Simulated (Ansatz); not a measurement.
## Co under changes of volume

One of the cells (10.640 Å³/atom); the others are scaled copies at fixed shape and fractional positions:

```
CELL_PARAMETERS angstrom
2.47200 0.00000 0.00000
-1.23600 2.14081 0.00000
0.00000 0.00000 4.02114
ATOMIC_POSITIONS crystal
Co 0.66667 0.33333 0.75000
Co 0.33333 0.66667 0.25000
```

| Quantity | Value |
| --- | --- |
| Program | Ansatz 0.2.0 |
| Functional | PBE |
| Potentials or basis | Ansatz PAW |
| Cutoff | 420 eV (not typed: the program's choice for these potentials) |
| k mesh | 12 × 12 × 7 |
| Occupations | fermi-dirac, width 0.05 eV |
| Spin | collinear spin, ferromagnetic start |
| Starting moments | [2.0, 2.0] μB |

```csv
volume (Å³/atom),energy over the lowest point (meV/atom),pressure (GPa),moment (μB per cell)
10.002,?,?,?
10.215,28.88,14.9,3.10
10.427,12.80,9.6,3.16
10.640,3.36,4.7,3.21
10.853,0.00,0.4,3.25
11.066,2.11,-3.5,3.29
11.279,9.13,-7.0,3.32
```

Problem. What does the run at 10.002 Å³/atom give?

Solution. Energy over the lowest point 52.24 meV/atom; pressure 20.8 GPa; moment 3.04 μB per cell.

Worked out: A Birch-Murnaghan fit of order 3 (a polynomial in V^(-2/3)) to the other rows has its minimum at 10.87 Å³/atom with B0 = V·E''(V) = 208 GPa and B' = 4.3 at fixed shape and positions, which overstates the stiffness. It gives 52.53 meV/atom at 10.002 Å³/atom, against the run's 52.24, and -dE/dV = 20.8 GPa, against 20.8. A parabola through the other rows of the moment, of slope 0.318 μB per Å³/atom there, extrapolates to 3.04 μB, against the run's 3.04.

Energies are extrapolated to zero smearing.
